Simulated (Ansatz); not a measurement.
The system is CdTe.

```xyz
2
Lattice="0.0000 3.2050 3.2050 3.2050 0.0000 3.2050 3.2050 3.2050 0.0000" Properties=species:S:1:pos:R:3 pbc="T T T"
Te    4.8075    4.8075    4.8075
Cd    0.0000    0.0000    0.0000
```

```yaml
Program: Ansatz 0.2.0
Task: relaxation of cell and atoms
Functional: PBE
Potentials_or_basis: all-electron LAPW, scalar-relativistic
Basis_error_allowed: 0.001 eV/atom
k_mesh: 7 × 7 × 7
Occupations: fermi-dirac, width 0.05 eV
Spin: no spin polarisation
```

At the start: volume 32.92 Å³/atom.

**Question.** How do energy, volume and symmetry change on relaxing?

**Answer.** Over 5 steps the energy falls by 40.3 meV/atom and the volume is 36.22 Å³/atom (+10.0 %); space group F-43m (No. 216, to 0.05 Å).

The path:
```
step  energy change (eV)  largest force (eV/Å)  volume (Å³)
   1              0.0000                0.0000        65.84
   2             -0.0620                0.0000        76.19
   3             -0.0801                0.0000        73.13
   4             -0.0807                0.0000        72.44
   5             -0.0807                0.0000        72.44
```

Final structure:
```
CELL_PARAMETERS angstrom
0.00000 3.30864 3.30864
3.30864 0.00000 3.30864
3.30864 3.30864 0.00000
ATOMIC_POSITIONS crystal
Te 0.75000 0.75000 0.75000
Cd 0.00000 0.00000 0.00000
```
